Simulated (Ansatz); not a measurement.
# GaN: the cost of one run

Computed with Ansatz 0.2.0 (DFT PBEsol, scalar-relativistic, plane waves, PAW, unless a step's input says otherwise).

3 further runs of the same task are left out: 3 set aside as unsound or not needed.

## 1. The starting structure

The structure is cubic, space group F-43m (No. 216). The conventional cell has a = 4.498 Å, b = 4.498 Å, c = 4.498 Å, α = 90.00°, β = 90.00°, γ = 90.00°. Ga (site symmetry -43m) has 4 N at 1.95 Å as nearest neighbours. Around N (site symmetry -43m) lie 4 Ga at 1.95 Å.

As a file:

```
CELL_PARAMETERS angstrom
0.00000 2.24907 2.24907
2.24907 0.00000 2.24907
2.24907 2.24907 0.00000
ATOMIC_POSITIONS crystal
Ga 0.00000 0.00000 0.00000
N 0.75000 0.75000 0.75000
```

It goes back to an entry of the Materials Project.

This cell was relaxed beforehand with the same method: volume 11.38 Å³/atom, gap on the mesh 1.70 eV.

## 2. Phonons at the zone centre

input.yaml

```yaml
crystal:
  lattice:
    - [0.0, 2.2530590917, 2.2530590917]
    - [2.2530590917, 0.0, 2.2530590917]
    - [2.2530590917, 2.2530590917, 0.0]
  atoms:
    - { symbol: Ga, position: [0.0, 0.0, 0.0] }
    - { symbol: "N", position: [0.75, 0.75, 0.75] }
basis:
  ecutwfc: 420
kpoints:
  mp_grid: { grid: [10, 10, 10] }
hamiltonian:
  xc: pbesol
scf:
  occupations: { method: fixed }
output:
  eigenvalues: true
phonons:
  method: dfpt
  dielectric: true
  rigid_motions: translations
  eigenvectors: true
```

Command:

```console
ansatz run input.yaml --threads 1 --pin off --max-ram 3072MiB --backend cpu --events-out ev --progress --plain --runs-dir out
```

Q: Estimate wall time and peak memory on 1 thread of Intel Xeon at 2.50GHz (Skylake/Cascade Lake), shared host.

About 94 s, with a peak of 0.56 GiB.
